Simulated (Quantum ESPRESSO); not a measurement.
Runs of Quantum ESPRESSO 7.5 on MnO. The structure is cubic, space group Fm-3m (No. 225). The conventional cell has a = 4.448 Å, b = 4.448 Å, c = 4.448 Å, α = 90.00°, β = 90.00°, γ = 90.00°. Mn (site symmetry m-3m) is surrounded by 6 O at 2.22 Å. Around O (site symmetry m-3m) lie 6 Mn at 2.22 Å. The cell is a database's computed one.

| level | potentials or basis | form of the LDA correlation | gap on the mesh (eV) | pressure (GPa) | moment (μB) |
| --- | --- | --- | --- | --- | --- |
| RPBE | GBRV 1.5 PBE | - | none | -0.2 | 4.93 |
| LDA | GBRV 1.5 LDA | PZ81 | none | 0.0 | (b) |
| PBEsol | GBRV 1.5 PBEsol | - | none | 0.1 | (a) |
| BLYP | GBRV 1.5 PBE | - | none | -0.1 | 4.86 |
| PW91 | GBRV 1.5 PBE | - | none | 0.0 | 4.82 |

Alike in all rows: task phonons; spin collinear, ferromagnetic start; cell relaxed; k mesh 8 × 8 × 8; cutoff (eV) 612; smearing cold 0.2 eV.

Task: Estimate the missing entries.

Result: (a) 4.59; (b) 3.93.

Caveats: the mesh is thin for the phonons of a metal; a cell with one magnetic atom can't hold antiferromagnetic order, which such compounds often take; semilocal functionals often make such compounds metallic where correlation or magnetic order opens a gap, which also shifts bond lengths; the potentials were made for another functional, which shifts forces and pressure (some runs); the acoustic modes lie far from zero, so the frequencies are unreliable (some runs); some modes are imaginary (some runs).

A gap of «none» marks a metal or a gap under the smearing width.

Runs at the PBE level aren't shown here.
